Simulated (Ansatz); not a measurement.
## Mo vacancy in Mo

Computed with DFT PBE, scalar-relativistic, plane waves, PAW in Ansatz 0.2.0. (420 eV cutoff, 4×4×4 k-mesh, Gaussian smearing of 0.10 eV, no spin polarisation)

Host crystal, relaxed:

```xyz
1
Lattice="-1.5803 1.5803 1.5803 1.5803 -1.5803 1.5803 1.5803 1.5803 -1.5803" Properties=species:S:1:pos:R:3 pbc="T T T"
Mo    0.0000    0.0000    0.0000
```

Supercell of 32 atoms, rows in host cell vectors: 0 2 -2; -2 2 0; 2 4 2. Atoms relax at the host's cell, keeping the symmetry that the supercell leaves at the site. The cell is small, so energies carry finite-size errors of tenths of an eV. The host is a metal. Atoms are taken from and returned to the elements' standard states.

Defect: Mo vacancy at (0.000, 0.000, 0.000) of the host cell.

Task: What is the formation energy of the neutral defect?

Result: 2.82 eV.

Task: Does the neutral defect carry a moment, and how do its surroundings relax?

Result: The neutral run had no spin polarisation, so a moment wasn't tested. The nearest neighbours before are 8 Mo at 2.74 Å; after relaxation the atoms near the site are 8 Mo at 2.73 Å; the largest move is 0.03 Å.

Cost: 2 runs of about 11 core-minutes in all, on Arm Neoverse N1 (shared hosts).